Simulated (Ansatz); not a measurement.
# TiNi (P4/mmm) in Ansatz: notebook

Runs on TiNi. Level: PBEsol. Tasks: single point, equation of state.

Everything below comes from runs of Ansatz 0.2.0. Logs are shortened: lines on timing, memory, paths and dates and some standing lists are left out, and cuts for length are marked.

### 1 The crystal as given

It takes space group P4/mmm (No. 123, tetragonal). Conventional cell: a = 2.736 Å, b = 2.736 Å, c = 3.581 Å, α = 90.00°, β = 90.00°, γ = 90.00°. Ni (site symmetry 4/mmm) is surrounded by 8 Ti at 2.64 Å and 4 Ni at 2.74 Å. Ti (site symmetry 4/mmm) has 8 Ni at 2.64 Å and 4 Ti at 2.74 Å as nearest neighbours.

The cell comes from a database or a generator and needn't be the stable form of this composition.

### 2 Single point, PBEsol, collinear spin, ferromagnetic start, 12.60 Å³/atom (volume scaled by 0.94)

input.yaml reads:

```yaml
crystal:
  lattice:
    - [2.679954615, 0.0, 0.0]
    - [0.0, 2.679954615, 0.0]
    - [0.0, 0.0, 3.5082994856]
  atoms:
    - { symbol: Ni, position: [0.0, 0.0, 0.0], spin: 1.0 }
    - { symbol: Ti, position: [0.5, 0.5, 0.5], spin: 1.0 }
hamiltonian:
  xc: pbesol
  pseudopotentials: { kind: paw }
magnetization:
  spin_polarized: true
kpoints:
  mp_grid: { grid: [10, 10, 8] }
scf:
  occupations: { method: fermi_dirac, width: 0.05 }
output:
  forces: true
  stress: true
  eigenvalues: true
```

Potentials or basis: Ansatz PAW.

Run with:

```
$ ansatz run input.yaml --threads 2 --pin off --max-ram 5632MiB --backend cpu --events-out ev --progress --plain --runs-dir out
```

What it wrote:

```text
Warning: RAYON_NUM_THREADS=2 ignored (pool sized by the plan → 2); use --threads N
Engine: ansatz 0.2.0, x86_64-unknown-linux-gnu
Pseudopotentials: kind: paw
Pseudopotential: Ni, paw, valence charge 18, recommended cutoff 420 eV (normal), Ni.paw.azcp
Pseudopotential: Ti, paw, valence charge 12, recommended cutoff 420 eV (normal), Ti.paw.azcp
Functional definition: PBEsol
  exchange = pbesol_x
  correlation = pbesol_c
Crystal: 2 atoms, lattice volume = 25.197 Å³
Basis set: ecut = 420 eV, 511 PW (Γ), exchange–correlation on 36×36×48 points (8 copies of the dense FFT grid, shifted against one another)
Bands: 20, of which v1, the nominal top of the filled ones, is band 15 counted from 1 (14 counted from 0)
Symmetry: 16 space group operations
Space group: P4/mmm (ITA 123), of the structure as read, at distance tolerance 2.9e-5 Å
Magnetic group: BNS 123.339 (UNI 999), of the structure as read, at distance tolerance 2.9e-5 Å
k-points: 105 of 800
Non-local potential: Ni, projectors of the file, l = 0: 3, l = 1: 2, l = 2: 3, l = 3: 1
Non-local potential: Ti, projectors of the file, l = 0: 3, l = 1: 2, l = 2: 3, l = 3: 1
PAW form: soft (Blöchl's): semilocal exchange-correlation on the pseudo side does not see the compensation charge
PAW frozen core: Ni, regenerated for the run's functional, and the local potential with it (the file was generated under x = pbe(κ = 0.804, μ = 0.2195149727645171), c = pbe(β = 0.06672455060314922))
PAW frozen core: Ti, regenerated for the run's functional, and the local potential with it (the file was generated under x = pbe(κ = 0.804, μ = 0.2195149727645171), c = pbe(β = 0.06672455060314922))
PAW one-centre angular grid: Ni, 590 points (default); XC on 64 Gauss nodes
PAW one-centre angular grid: Ti, 590 points (default); XC on 64 Gauss nodes
Initial density: superposition of atomic densities (chi_scale 0.1, normalization cell)
Starting moments: Σ|m| = 2 μB on 2 of 2 sites
Initial wavefunctions: pseudopotential atomic-orbital guess
Functional: x = pbesol(κ = 0.804, μ = 0.12345679012345678), c = pbesol(β = 0.046)
SCF iter   1: F=—  HF=-8279.623208 eV  |F-HF|=—  |Δ(HF+E_count)|=         —  Δρ=1.27e-1 (↑1.27e-1 ↓4.84e-2)  dr2=1.80e0  dr2_m=1.55e0  M=0.329 μB ∫|m|=0.351 μB  β_m=0.30  ethr=3.10e-3  ⟨swp⟩=3.4  Hψ=15724  notcnv=0
Mixer restart at iter 1: flushing history
preconditioner: auto → none  [metal: Δε(μ)=0.008 eV  Ē_g=5.623 eV  σ=0.050 eV  W_gap=0.04  n_scr=6 (ndim 8)  ℏωp=27.7 eV  f_vac=0.000  D(μ)=2.02/eV (n_scr^D=28)  sad-step TF]
SCF iter   2: F=—  HF=-8278.806085 eV  |F-HF|=—  |Δ(HF+E_count)|=   8.17e-1  Δρ=7.07e-2 (↑6.86e-2 ↓7.07e-2)  dr2=7.73e-1  dr2_m=9.69e-1  M=0.242 μB ∫|m|=0.262 μB  β_m=0.50  ethr=3.10e-3  ⟨swp⟩=2.0  Hψ=7901  notcnv=0  defer=7
SCF iter   3: F=—  HF=-8279.285222 eV  |F-HF|=—  |Δ(HF+E_count)|=   4.79e-1  Δρ=5.71e-2 (↑5.71e-2 ↓2.83e-2)  dr2=7.57e-1  dr2_m=2.80e-1  M=0.233 μB ∫|m|=0.255 μB  β_m=0.52  ethr=2.58e-3  ⟨swp⟩=3.4  Hψ=8661  notcnv=0  defer=7
SCF iter   4: F=—  HF=-8279.476438 eV  |F-HF|=—  |Δ(HF+E_count)|=   1.91e-1  Δρ=1.85e-2 (↑1.38e-2 ↓1.85e-2)  dr2=6.06e-2  dr2_m=5.06e-2  M=0.125 μB ∫|m|=0.138 μB  β_m=0.54  ethr=2.52e-3  ⟨swp⟩=2.1  Hψ=6825  notcnv=0  defer=9
SCF iter   5: F=—  HF=-8279.567662 eV  |F-HF|=—  |Δ(HF+E_count)|=   9.12e-2  Δρ=9.56e-3 (↑4.23e-3 ↓9.56e-3)  dr2=3.11e-2  dr2_m=2.10e-3  M=0.077 μB ∫|m|=0.085 μB  β_m=0.76  ethr=2.02e-4  ⟨swp⟩=2.3  Hψ=6819  notcnv=0  defer=9
SCF iter   6: F=—  HF=-8279.574224 eV  |F-HF|=—  |Δ(HF+E_count)|=   6.56e-3  Δρ=1.42e-3 (↑1.42e-3 ↓1.41e-3)  dr2=5.20e-4  dr2_m=3.91e-4  M=0.048 μB ∫|m|=0.051 μB  β_m=0.74  ethr=1.04e-4  ⟨swp⟩=2.0  Hψ=6770  notcnv=0  defer=9
SCF iter   7: F=—  HF=-8279.574215 eV  |F-HF|=—  |Δ(HF+E_count)|=   9.00e-6  Δρ=1.40e-3 (↑1.40e-3 ↓7.60e-4)  dr2=5.76e-4  dr2_m=8.90e-5  M=0.035 μB ∫|m|=0.036 μB  β_m=0.87  ethr=1.73e-6  ⟨swp⟩=2.0  Hψ=6256  notcnv=0  defer=9
SCF iter   8: F=—  HF=-8279.574400 eV  |F-HF|=—  |Δ(HF+E_count)|=   1.85e-4  Δρ=3.80e-4 (↑3.09e-4 ↓3.80e-4)  dr2=6.95e-6  dr2_m=2.59e-5  M=0.021 μB ∫|m|=0.021 μB  β_m=0.93  ethr=1.73e-6  ⟨swp⟩=2.0  Hψ=5648  notcnv=0  defer=9
SCF iter   9: F=—  HF=-8279.574418 eV  |F-HF|=—  |Δ(HF+E_count)|=   1.76e-5  Δρ=2.53e-4 (↑2.53e-4 ↓2.38e-4)  dr2=5.05e-6  dr2_m=1.20e-5  M=0.013 μB ∫|m|=0.013 μB  β_m=0.96  ethr=2.32e-8  ⟨swp⟩=2.0  Hψ=7051  notcnv=0  defer=9
SCF iter  10: F=—  HF=-8279.574426 eV  |F-HF|=—  |Δ(HF+E_count)|=   8.09e-6  Δρ=7.36e-5 (↑4.31e-5 ↓7.36e-5)  dr2=4.97e-7  dr2_m=6.95e-7  M=0.002 μB ∫|m|=0.002 μB  β_m=0.98  ethr=1.68e-8  ⟨swp⟩=2.0  Hψ=6622  notcnv=0  defer=9
SCF iter  11: F=—  HF=-8279.574426 eV  |F-HF|=—  |Δ(HF+E_count)|=   1.01e-8  Δρ=4.57e-5 (↑4.57e-5 ↓1.91e-5)  dr2=6.02e-7  dr2_m=1.14e-7  M=-0.001 μB ∫|m|=0.001 μB  β_m=0.95  ethr=1.66e-9  ⟨swp⟩=2.0  Hψ=6862  notcnv=0  defer=9
SCF iter  12: F=—  HF=-8279.574426 eV  |F-HF|=—  |Δ(HF+E_count)|=   3.18e-7  Δρ=2.60e-5 (↑2.60e-5 ↓1.80e-5)  dr2=3.29e-7  dr2_m=6.73e-9  M=-0.000 μB ∫|m|=0.000 μB  β_m=0.85  ethr=1.66e-9  ⟨swp⟩=2.1  Hψ=5910  notcnv=0  defer=9
SCF iter  13: F=—  HF=-8279.574426 eV  |F-HF|=—  |Δ(HF+E_count)|=   6.15e-9  Δρ=2.80e-6 (↑2.80e-6 ↓2.24e-6)  dr2=3.85e-9  dr2_m=7.14e-11  M=0.000 μB ∫|m|=0.000 μB  β_m=0.86  ethr=1.10e-9  ⟨swp⟩=2.0  Hψ=5513  notcnv=0  defer=9
SCF iter  14: F=-8279.574426 eV  HF=-8279.574426 eV  |F-HF|=5.87e-9  |Δ(HF+E_count)|=   1.44e-9  Δρ=2.21e-6 (↑1.97e-6 ↓2.21e-6)  dr2=6.14e-9  dr2_m=4.57e-12  M=0.000 μB ∫|m|=0.000 μB  ethr=1.28e-11  ⟨swp⟩=2.0  Hψ=12949  notcnv=0
SCF 1 converged in 14 iterations: F = -8279.574426 eV  dr2 = 6.14e-9
WARN: the starting moments were not kept: the SCF closed with an absolute magnetisation of 1.1e-5 μB, where they sum to 2 μB in size (2 sites). That is at most 0.1 of that sum. Measured as dr2_m measures the in/out step, that magnetisation stands 5.6e-11 eV from none, at or under the dr2_threshold of 1.0e-7 eV: it is no larger than a step whose dr2_m would equal this threshold. The system may hold no moment; this SCF shows only that its start led to no more than that. To try another start: raise the starting moments (crystal.atoms[].spin, magnetization.per_species, magnetization.initial_magnetization, or on a non-collinear deck that types none of these the spinor_matrix: blocks that start its atoms; where the total moment is fixed, keep their sum and leave initial_magnetization as it is; typed ones take the place of any that the run laid by itself, positive ones on a crystal's lanthanoids without a Hubbard term where scf.initial_density.shell_occupations: [] is typed) or, if the notice of its spin-set hold's release reads "site moments contracting" or "site moments show no strong build", lengthen the hold (scf.mixing.spin_hold: { on: { confirm: 4 } }; for m-r²SCAN on two components see the key's manual first). Each may lead to a state that holds a moment. A second SCF, from the converged charge density, with the starting moments and any scf.initial_density.shell_occupations laid on it anew, would have followed, and was not run: the deck does not ask for one (magnetization.retry_lost_moments is false, the default). To let it run, set magnetization.retry_lost_moments: true and run the deck again, where that key's refused combinations let it; where memory then withholds it, that run's warning says so.
SCF converged after 14 iterations
Magnetization: 0.0000 μB (15.0000 up, 15.0000 down)
Absolute magnetization: 0.0000 μB (∫|ρ↑−ρ↓|, with the PAW one-centre terms)
Spin contamination: 0.0000 ħ² per cell (⟨S²⟩ above its minimum at these occupations)
Per-site moments (μB) at R_I (Å): [(-2.3419943850961167e-7, 1.0651864817479861), (8.38043649046135e-6, 1.0651864817479861)]
Free energy (F): -8279.574426 eV
Harris-Foulkes:  -8279.574426 eV  (|F-HF|=5.87e-9)
Internal energy: -8279.554762 eV  (E = F + TS)
E sigma→0 (E₀):  -8279.564594 eV
Entropy (-TS):   -0.019665 eV (-9.832 meV/atom)
Fermi energy:    17.231687 eV
--- Per-component energies (eV) ---
  E_band       = -415.669066
  E_kinetic    = 559.668712
  E_local      = -4463.222524  (includes V_loc(G=0)·N_el)
  E_nonlocal   = 642.719667
  E_hartree    = 1885.108054
  E_xc         = -183.300483
  E_vxc        = -233.659950  (∫ρ·V_xc dr)
  E_paw        = -2615.905325  (= ΣΔE_a)
  E_vpaw       = -691.393408  (= ΣTr[D̂ρ^β])
  E_aug_tail   = 0.000545  (compensation charges beyond the density's cutoff)
  E_ewald      = -4104.960080
  E_core_change = 0.336673  (= ΣΔE_core)
  E_smearing   = -0.019665  (= −TS)
  E_closure    = -0.000000  (closes the sum)
  Σ components = -8279.574426   (vs F -8279.574426, Δ=0.00e0)
--- Forces (eV/Å), atoms counted from 1 ---
  atom   1  Ni     0.00000000    -0.00000000     0.00000000
  atom   2  Ti     0.00000000    -0.00000000     0.00000000
  max |Σ_I F_I| component: 2.21e-29 eV/Å
--- Stress (GPa, compression-positive) ---
        4.492550       0.000000       0.000000
        0.000000       4.492550       0.000000
        0.000000       0.000000       3.449700
  P = ⅓ Tr σ = 4.1449 GPa (41.449 kbar)
--- Band table (eV; the first three rows and the last of 210) ---
  k-point 0 ↑: bands = ["-85.9477", "-46.5227", "-46.4369", "-46.4369", "-39.2170", "-15.5771", "-15.1842", "-15.1842", "9.3484", "13.0252", "13.5525", "15.2735", "15.2735", "15.9841", "16.9282", "17.9763", "20.4362", "20.4362", "20.9080", "21.3252"]
  k-point 1 ↑: bands = ["-85.9477", "-46.5233", "-46.4369", "-46.4369", "-39.2157", "-15.5895", "-15.1841", "-15.1841", "9.5735", "13.0904", "13.6254", "15.3072", "15.3072", "15.9937", "16.8245", "17.7462", "20.2597", "20.2597", "20.7804", "20.8925"]
  k-point 2 ↑: bands = ["-85.9477", "-46.5245", "-46.4368", "-46.4368", "-39.2127", "-15.6194", "-15.1838", "-15.1838", "10.2177", "13.2179", "13.8231", "15.3947", "15.3947", "16.0170", "16.5528", "16.9927", "19.8569", "19.8569", "19.8809", "20.8548"]
  k-point 104 ↓: bands = ["-85.9395", "-46.5146", "-46.4836", "-46.4836", "-39.0014", "-15.8374", "-15.8374", "-15.4587", "14.0183", "14.4741", "14.5574", "14.5574", "15.6307", "15.6307", "15.7107", "16.5007", "20.2221", "21.9569", "24.7465", "26.2180"]
```

It took 12 s on 2 threads of Intel Xeon at 2.50GHz (Skylake/Cascade Lake), shared host; peak memory 0.44 GiB.

What came out:

```yaml
Free_energy: -8279.5744 eV
Pressure: 4.1 GPa
Band_gap_on_the_k_mesh: none (metal or under the smearing width)
Net_moment: 0.00 μB per cell
Absolute_moment: 0.00 μB per cell
```

Caveat: the PAW data sets come from PBE, with cores solved anew for the run's functional, which leaves a small shift of forces and pressure; the starting moments weren't kept.

### 3 Single point, PBEsol, collinear spin, ferromagnetic start, 12.87 Å³/atom (volume scaled by 0.96)

input.yaml, as its differences from that of step 2:

```diff
@@ -2,5 +2,5 @@
   lattice:
-    - [2.679954615, 0.0, 0.0]
-    - [0.0, 2.679954615, 0.0]
-    - [0.0, 0.0, 3.5082994856]
+    - [2.6988281566, 0.0, 0.0]
+    - [0.0, 2.6988281566, 0.0]
+    - [0.0, 0.0, 3.5330066341]
   atoms:
@@ -21 +21,5 @@
   eigenvalues: true
+  write_density: true
+  write_potential: true
+  elf: true
+  volumetric_format: npy
```

Potentials or basis: Ansatz PAW.

Run with:

```
$ ansatz run input.yaml --threads 2 --pin off --max-ram 5632MiB --backend cpu --events-out ev --progress --plain --runs-dir out
```

Run time: 15 s. Hardware: 2 threads of Intel Xeon at 2.50GHz (Skylake/Cascade Lake), shared host; peak memory 0.45 GiB.

Results (log left out):

- Free energy: -8279.5818 eV
- Pressure: 0.3 GPa
- Band gap on the k mesh: none (metal or under the smearing width)
- Net moment: 0.00 μB per cell
- Absolute moment: 0.00 μB per cell

Caveat: the PAW data sets come from PBE, with cores solved anew for the run's functional, which leaves a small shift of forces and pressure; the starting moments weren't kept.

### 4 Single point, PBEsol, collinear spin, ferromagnetic start, 13.13 Å³/atom (volume scaled by 0.98)

input.yaml, as its differences from that of step 3:

```diff
@@ -2,5 +2,5 @@
   lattice:
-    - [2.6988281566, 0.0, 0.0]
-    - [0.0, 2.6988281566, 0.0]
-    - [0.0, 0.0, 3.5330066341]
+    - [2.7174413528, 0.0, 0.0]
+    - [0.0, 2.7174413528, 0.0]
+    - [0.0, 0.0, 3.557372967]
   atoms:
```

Run with:

```
$ ansatz run input.yaml --threads 2 --pin off --max-ram 5632MiB --backend cpu --events-out ev --progress --plain --runs-dir out
```

Wall time 15 s (2 threads of Intel Xeon at 2.50GHz (Skylake/Cascade Lake), shared host); peak memory 0.45 GiB.

Results (log left out):

```
Free energy            : -8279.5769 eV
Pressure               : -3.1 GPa
Band gap on the k mesh : none (metal or under the smearing width)
Net moment             : 0.00 μB per cell
Absolute moment        : 0.00 μB per cell
```

Caveat: the PAW data sets come from PBE, with cores solved anew for the run's functional, which leaves a small shift of forces and pressure; the starting moments weren't kept.

### 5 Single point, PBEsol, collinear spin, ferromagnetic start, 13.40 Å³/atom

input.yaml, as its differences from that of step 4:

```diff
@@ -2,5 +2,5 @@
   lattice:
-    - [2.7174413528, 0.0, 0.0]
-    - [0.0, 2.7174413528, 0.0]
-    - [0.0, 0.0, 3.557372967]
+    - [2.735803, 0.0, 0.0]
+    - [0.0, 2.735803, 0.0]
+    - [0.0, 0.0, 3.58141]
   atoms:
@@ -21,5 +21 @@
   eigenvalues: true
-  write_density: true
-  write_potential: true
-  elf: true
-  volumetric_format: npy
```

Run with:

```
$ ansatz run input.yaml --threads 2 --pin off --max-ram 5632MiB --backend cpu --events-out ev --progress --plain --runs-dir out
```

Wall time 14 s (2 threads of Intel Xeon at 2.50GHz (Skylake/Cascade Lake), shared host); peak memory 0.44 GiB.

It converged, with:

```yaml
Free_energy: -8279.5611 eV
Pressure: -6.2 GPa
Band_gap_on_the_k_mesh: none (metal or under the smearing width)
Net_moment: 0.00 μB per cell
Absolute_moment: 0.00 μB per cell
```

Caveat: the PAW data sets come from PBE, with cores solved anew for the run's functional, which leaves a small shift of forces and pressure; the starting moments weren't kept.

### 6 Single point, PBEsol, collinear spin, ferromagnetic start, 13.67 Å³/atom (volume scaled by 1.02)

input.yaml, as its differences from that of step 5:

```diff
@@ -2,5 +2,5 @@
   lattice:
-    - [2.735803, 0.0, 0.0]
-    - [0.0, 2.735803, 0.0]
-    - [0.0, 0.0, 3.58141]
+    - [2.7539214287, 0.0, 0.0]
+    - [0.0, 2.7539214287, 0.0]
+    - [0.0, 0.0, 3.6051286382]
   atoms:
@@ -21 +21,5 @@
   eigenvalues: true
+  write_density: true
+  write_potential: true
+  elf: true
+  volumetric_format: npy
```

Potentials or basis: Ansatz PAW.

Run with:

```
$ ansatz run input.yaml --threads 2 --pin off --max-ram 5632MiB --backend cpu --events-out ev --progress --plain --runs-dir out
```

Wall time 17 s (2 threads of Intel Xeon at 2.50GHz (Skylake/Cascade Lake), shared host); peak memory 0.45 GiB.

The run converged. Its results:

```yaml
Free_energy: -8279.5356 eV
Pressure: -9.0 GPa
Band_gap_on_the_k_mesh: none (metal or under the smearing width)
Net_moment: 0.00 μB per cell
Absolute_moment: 0.00 μB per cell
```

Caveat: the PAW data sets come from PBE, with cores solved anew for the run's functional, which leaves a small shift of forces and pressure; the starting moments weren't kept.

### 7 Single point, PBEsol, collinear spin, ferromagnetic start, 13.94 Å³/atom (volume scaled by 1.04)

input.yaml, as its differences from that of step 6:

```diff
@@ -2,5 +2,5 @@
   lattice:
-    - [2.7539214287, 0.0, 0.0]
-    - [0.0, 2.7539214287, 0.0]
-    - [0.0, 0.0, 3.6051286382]
+    - [2.7718045364, 0.0, 0.0]
+    - [0.0, 2.7718045364, 0.0]
+    - [0.0, 0.0, 3.6285392204]
   atoms:
@@ -21,5 +21 @@
   eigenvalues: true
-  write_density: true
-  write_potential: true
-  elf: true
-  volumetric_format: npy
```

Run with:

```
$ ansatz run input.yaml --threads 2 --pin off --max-ram 5632MiB --backend cpu --events-out ev --progress --plain --runs-dir out
```

Run time: 14 s. Hardware: 2 threads of Intel Xeon at 2.50GHz (Skylake/Cascade Lake), shared host; peak memory 0.44 GiB.

Results (log left out):

- Free energy: -8279.5012 eV
- Pressure: -11.5 GPa
- Band gap on the k mesh: none (metal or under the smearing width)
- Net moment: 0.00 μB per cell
- Absolute moment: 0.00 μB per cell

Caveat: the PAW data sets come from PBE, with cores solved anew for the run's functional, which leaves a small shift of forces and pressure; the starting moments weren't kept.

### 8 Single point, PBEsol, collinear spin, ferromagnetic start, 14.21 Å³/atom (volume scaled by 1.06)

input.yaml, as its differences from that of step 7:

```diff
@@ -2,5 +2,5 @@
   lattice:
-    - [2.7718045364, 0.0, 0.0]
-    - [0.0, 2.7718045364, 0.0]
-    - [0.0, 0.0, 3.6285392204]
+    - [2.7894598184, 0.0, 0.0]
+    - [0.0, 2.7894598184, 0.0]
+    - [0.0, 0.0, 3.6516515584]
   atoms:
```

Run with:

```
$ ansatz run input.yaml --threads 2 --pin off --max-ram 5632MiB --backend cpu --events-out ev --progress --plain --runs-dir out
```

It took 14 s on 2 threads of Intel Xeon at 2.50GHz (Skylake/Cascade Lake), shared host; peak memory 0.45 GiB.

Results (log left out):

```
Free energy            : -8279.4589 eV
Pressure               : -13.7 GPa
Band gap on the k mesh : none (metal or under the smearing width)
Net moment             : 0.00 μB per cell
Absolute moment        : 0.00 μB per cell
```

Caveat: the PAW data sets come from PBE, with cores solved anew for the run's functional, which leaves a small shift of forces and pressure; the starting moments weren't kept.

### 9 Equation of state, PBEsol, collinear spin, ferromagnetic start

Potentials or basis: Ansatz PAW.

This step only gathers the single runs of the series.

What came out:

```yaml
Equilibrium_volume: 12.89 Å³/atom
Bulk_modulus_at_fixed_shape_and_positions: 173 GPa
Pressure_derivative_of_the_bulk_modulus: 4.2
```

Energy against volume, from the lowest point:
```
volume (Å³/atom)  energy (meV/atom)
          12.599               3.66
          12.867               0.00
          13.135               2.42
          13.403              10.31
          13.671              23.10
          13.939              40.29
          14.207              61.42
```

Caveat: the cell was scaled at fixed shape and fractional positions, which overstates the stiffness of a crystal with free parameters, most of all of layers and chains.
